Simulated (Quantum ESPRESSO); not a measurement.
Here is a Quantum ESPRESSO 7.5 calculation.

pw.in

```
&CONTROL
  calculation = 'scf'
  prefix = 'pwscf'
  outdir = './tmp'
  pseudo_dir = './pseudo'
  tprnfor = .true.
  tstress = .true.
  disk_io = 'nowf'
/
&SYSTEM
  ibrav = 0
  nat = 2
  ntyp = 2
  ecutwfc = 70
  nbnd = 9
  occupations = 'smearing'
  smearing = 'fd'
  degauss = 0.00367493
/
&ELECTRONS
  conv_thr = 4d-10
  electron_maxstep = 120
  mixing_beta = 0.5
/
ATOMIC_SPECIES
P     30.9738 P_ONCV_PBE-1.2.upf
B     10.8100 B_ONCV_PBE-1.2.upf
CELL_PARAMETERS angstrom
   0.0000000000    2.2690000000    2.2690000000
   2.2690000000    0.0000000000    2.2690000000
   2.2690000000    2.2690000000    0.0000000000
ATOMIC_POSITIONS crystal
P      0.7500000000    0.7500000000    0.7500000000
B      0.0000000000    0.0000000000    0.0000000000
K_POINTS automatic
8 8 8 0 0 0
```

Potentials or basis: SG15 PBE 1.2.

Run with:

```bash
$ OMP_NUM_THREADS=1 mpirun -n 2 pw.x -nk 2 -in pw.in > pw.out
```

Question: Estimate the pressure.

Answer: 0.4 GPa.

Question: What does it give for the band gap on the k mesh?

Answer: 1.30 eV, indirect (least direct gap 3.43 eV).

A k mesh can miss the band edges. As with any semilocal functional, this PBE gap is likely too small.
